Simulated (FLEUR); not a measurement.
Runs of FLEUR MaX-R8.1 (later development tree) on KI. The structure is cubic, space group Fm-3m (No. 225). Conventional cell: a = 7.066 Å, b = 7.066 Å, c = 7.066 Å, α = 90.00°, β = 90.00°, γ = 90.00°. I (site symmetry m-3m) has 6 K at 3.53 Å as nearest neighbours. K (site symmetry m-3m) is surrounded by 6 I at 3.53 Å. 

| task | level | gmax | max iterations | mixing factor | mixer | mixer history | kmax | gap on the mesh (eV) |
| --- | --- | --- | --- | --- | --- | --- | --- | --- |
| band structure | SCAN | 12.7 1/bohr | 60 | 0.05 | Anderson | 15 | 4.1 1/bohr | (b) |
| band structure | LDA | 12.7 1/bohr | 60 | 0.05 | Anderson | 15 | 4.1 1/bohr | 3.61 |
| band structure | AM05 | 12.7 1/bohr | 60 | 0.05 | Anderson | 15 | 4.1 1/bohr | 3.65 |
| single point | PBE | 11.8 1/bohr | 60 | 0.05 | Anderson | 15 | 3.8 1/bohr | 3.96 |
| band structure | r2SCAN | 12.7 1/bohr | 60 | 0.05 | Anderson | 15 | 4.1 1/bohr | (a) |

Alike in all rows: potentials or basis all-electron, FLAPW; no spin polarisation; cell as given; k mesh 7 × 7 × 7; smearing fermi-dirac 0.05 eV.

Estimate the missing entries.

(a) 4.40; (b) 4.61.

Caveats: spin-orbit coupling is left out, which moves the levels of the heavy elements; the meta-GGA is that of a development version, with a GGA for the radial functions and cores and without core tails (some runs); an odd mesh through Γ misses points on the zone boundary, where band edges often lie (some runs).

A k mesh can miss the band edges, and the runs leave out spin-orbit coupling on I.

Not every run made on this cell is shown here.
